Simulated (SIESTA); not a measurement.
Runs of SIESTA 5.4.2 on NiSb (Breithauptite). It takes space group P6_3/mmc (No. 194, hexagonal). The conventional cell has a = 3.928 Å, b = 3.928 Å, c = 5.120 Å, α = 90.00°, β = 90.00°, γ = 120.00°. Sb (site symmetry -6m2) is surrounded by 6 Ni at 2.60 Å. Around Ni (site symmetry -3m) lie 2 Ni at 2.56 Å and 6 Sb at 2.60 Å. 

```csv
level,U,gap on the mesh (eV),pressure (GPa),moment (μB)
PBE,-,none,5.6,0.00
PBE+U,Ni d U = 6 eV,none,(a),0.11
PBE+U,Ni d U = 2 eV,none,4.8,0.00
PBE+U,Ni d U = 8 eV,none,(b),0.26
PBE+U,Ni d U = 4 eV,none,4.2,0.00
```

Alike in all rows: task single point; potentials or basis PseudoDojo 0.4 standard (PBE files), DZP (energy shift 0.003 Ry; two zetas on semicore shells); spin collinear, ferromagnetic start; cell as given; k mesh 6 × 6 × 4; smearing fermi-dirac 0.05 eV; grid cutoff 800 Ry; energy shift 0.003 Ry.

Fill in the values left out.

(a) 3.6; (b) 3.3.

Caveats: short orbitals over semicore shells can move pressures by several GPa; the basis of atomic orbitals isn't converged, which shifts pressures, moduli and gaps; the U is typed as a test and isn't derived for this compound (some runs).

A k mesh can miss the band edges, and the runs leave out spin-orbit coupling on Sb.

A gap of «none» marks a metal or a gap under the smearing width.
